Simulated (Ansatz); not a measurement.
**SnO$_{2}$: a vibration from a frozen displacement**

These are results of DFT LDA, scalar-relativistic, plane waves, PAW (Ansatz), not measurements. Cutoff 420 eV, Γ-centred 10×10×10 k-points, Gaussian smearing of 0.05 eV. No spin polarisation. Energies are free energies at this smearing, counted from the undisturbed cell; pressure is positive in compression.

Reference structure (relaxed at this level; this form isn't the usual structure):

```yaml
crystal:
  lattice:
    - [-1.98611, 1.98611, 5.09017]
    - [1.98611, -1.98611, 5.09017]
    - [1.98611, 1.98611, -5.09017]
  atoms:
    - { symbol: Sn, position: [0.75000, 0.25000, 0.50000] }
    - { symbol: Sn, position: [0.00000, 0.00000, 0.00000] }
    - { symbol: O, position: [0.79700, 0.79700, 0.00000] }
    - { symbol: O, position: [0.95300, 0.45300, 0.50000] }
    - { symbol: O, position: [0.20300, 0.20300, 0.00000] }
    - { symbol: O, position: [0.54700, 0.04700, 0.50000] }
```

Every Sn atom is moved by x along the Cartesian unit vector (1.000, 0.000, 0.000); the cell and all other atoms stay fixed. The cell's volume is 80.32 Å³; the moved atoms weigh 237.420 u together and the others 63.996 u.

| x (Å) | ΔE (meV/cell) | total force on the moved atoms along the move (eV/Å) | pressure (GPa) |
| --- | --- | --- | --- |
| -0.2000 | 742.62 | 8.2418 | 5.0800 |
| -0.1000 | 170.54 | 3.5104 | 1.2082 |
| 0.0000 | 0.00 | 0.0000 | -0.0143 |
| 0.0500 | 41.70 | -1.6804 | 0.2883 |
| 0.1500 | 397.79 | -5.6434 | 2.7840 |

Question: What frequency belongs to this motion?

Answer: The force constant is k = −dF/dx = 34.107 eV/Å², from the parabola through x = -0.1000, 0 and 0.0500. In every cell the moved atoms swing against the rest, so the mass is μ = m₁m₂/(m₁ + m₂) = 50.409 u, and ν̃ = 521.5 cm⁻¹ × √(|k|/μ) = 429 cm⁻¹. The pattern needn't be a normal mode: ν̃² is then a weighted mean of the squared nonzero frequencies at the zone centre of this cell, taken without macroscopic field, so it lies between the lowest and the highest of them.

Question: How far does the harmonic law reach?

Answer: At x = -0.200 Å, kx²/2 = 682.13 meV against the computed 742.62 meV (+8.9 %): the well stiffens in this direction at large amplitude.

The restoring force is strong because shifting tin sideways in this anatase-type lattice compresses one in-plane Sn–O bond while stretching the opposite one, and short-range repulsion outweighs the softening of the stretched bond. Tin(IV), with its filled d shell, also lacks the low-lying empty d states that favour off-centring in some titanates.

Mirror symmetry makes +x and −x equivalent, so the stiffening is quartic and occurs in both directions. The parabola through unequally spaced points absorbs part of this term, so 34.107 eV/Å² and 429 cm⁻¹ are probably slightly too high as harmonic values. The pressure rises for either sign of x, which implies that this force constant falls as the cell expands, as expected for bonds dominated by repulsion.

The motion is polar and infrared-active, but it mixes two transverse E$_u$ modes, in which oxygens bridging along the displacement and those bridging across it move by different amounts. The value therefore shouldn't be assigned to a single infrared band.
